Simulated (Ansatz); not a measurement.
# Run times of several calculations on BeSe

Cell: 2 atoms, space group F-43m, a = 3.585 Å, b = 3.585 Å, c = 3.585 Å, α = 60.00°, β = 60.00°, γ = 60.00°.

All runs are DFT with Ansatz 0.2.0 on 1 thread of Intel Xeon Platinum 8375C CPU @ 2.90GHz (Ice Lake) (x86_64; 90 cores open to the job, memory cap 2.5 GiB, no GPU), a shared host.

(1) Rank the runs by wall time, shortest first.
A. relaxation of the ions, PBE, 420 eV, 9×9×9 k-points, smearing 0.02 eV
B. dielectric tensor by linear response, PBE, 420 eV, 9×9×9 k-points, fixed occupations
C. core holes on 1 sites, PBE, 420 eV, 3×3×3 k-points, fixed occupations, 16 atoms

Results:

(1) A (3.6 s, 0.39 GiB), B (24 s, 0.45 GiB), C (44 s, 0.69 GiB).
